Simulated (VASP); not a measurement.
Wanted: the native input for a VASP 6.6.1 run.

| Property | Result |
| --- | --- |
| Task | band structure |
| Functional | r2SCAN |
| Potentials or basis | VASP PAW PBE potentials, release 64 (Hf_pv, O) |
| Cutoff | 520 eV |
| k mesh | 8 × 8 × 6 |
| Occupations | gaussian, width 0.02 eV |
| Spin | no spin polarisation |
| Ladder | gaps |
| Further INCAR settings | ALGO = Normal; EDIFF = 1e-07 |

The structure of HfO2 lies in POSCAR:

```
HfO2
1.0
    3.5580193300      0.0000000000      0.0000000000
    0.0000000000      3.5580193300      0.0000000000
    0.0000000000      0.0000000000      5.1718612100
Hf O
2 4
Direct
    0.0000000000      0.0000000000      0.0000000000
    0.5000000000      0.5000000000      0.5000000000
    0.0000000000      0.5000000000      0.1972078800
    0.5000000000      0.0000000000      0.3027921200
    0.5000000000      0.0000000000      0.8027921200
    0.0000000000      0.5000000000      0.6972078800
```

Measurements of this composition are mostly on another form, of space group No. 14.

The input as run:

INCAR

```
SYSTEM = HfO2
  PREC = Accurate
  ENCUT = 520
  EDIFF = 1E-7
  ISMEAR = 0
  SIGMA = 0.02
  LREAL = .FALSE.
  LASPH = .TRUE.
  NELM = 80
  ALGO = Normal
  ISIF = 2
  LWAVE = .FALSE.
  LCHARG = .FALSE.
  LMAXMIX = 4
  METAGGA = R2SCAN
  LMIXTAU = .TRUE.
  KPAR = 2
```

KPOINTS

```
Automatic mesh
0
G
  8 8 6
  0 0 0
```

KPOINTS_OPT

```
path GXMGZRAZ,XR,MA
20
line-mode
reciprocal
 0.0000000000  0.0000000000  0.0000000000  G
 0.0000000000  0.5000000000  0.0000000000  X

 0.0000000000  0.5000000000  0.0000000000  X
 0.5000000000  0.5000000000  0.0000000000  M

 0.5000000000  0.5000000000  0.0000000000  M
 0.0000000000  0.0000000000  0.0000000000  G

 0.0000000000  0.0000000000  0.0000000000  G
 0.0000000000  0.0000000000  0.5000000000  Z

 0.0000000000  0.0000000000  0.5000000000  Z
 0.0000000000  0.5000000000  0.5000000000  R

 0.0000000000  0.5000000000  0.5000000000  R
 0.5000000000  0.5000000000  0.5000000000  A

 0.5000000000  0.5000000000  0.5000000000  A
 0.0000000000  0.0000000000  0.5000000000  Z

 0.0000000000  0.5000000000  0.0000000000  X
 0.0000000000  0.5000000000  0.5000000000  R

 0.5000000000  0.5000000000  0.0000000000  M
 0.5000000000  0.5000000000  0.5000000000  A
```

Potentials or basis: VASP PAW PBE potentials, release 64 (Hf_pv, O).

Command:

```sh
$ cat potpaw_PBE.64/Hf_pv/POTCAR potpaw_PBE.64/O/POTCAR > POTCAR
$ mpirun -np 2 vasp_std > vasp.out
```

Results of the run:

* Pressure: 0.4 GPa
* Band gap on the k mesh: 5.29 eV, indirect (least direct gap 5.37 eV)
* Band gap along the path: 5.29 eV, indirect (least direct gap 5.37 eV)

Caveat: the PAW data sets were made with another functional, which shifts forces and pressure a little; spin-orbit coupling is left out, which moves the levels of the heavy elements.

Run time: 3.5 min on 2 MPI ranks on Intel(R) Xeon(R) 6975P-C (Granite Rapids) (shared host), peak memory 0.27 GiB a rank.
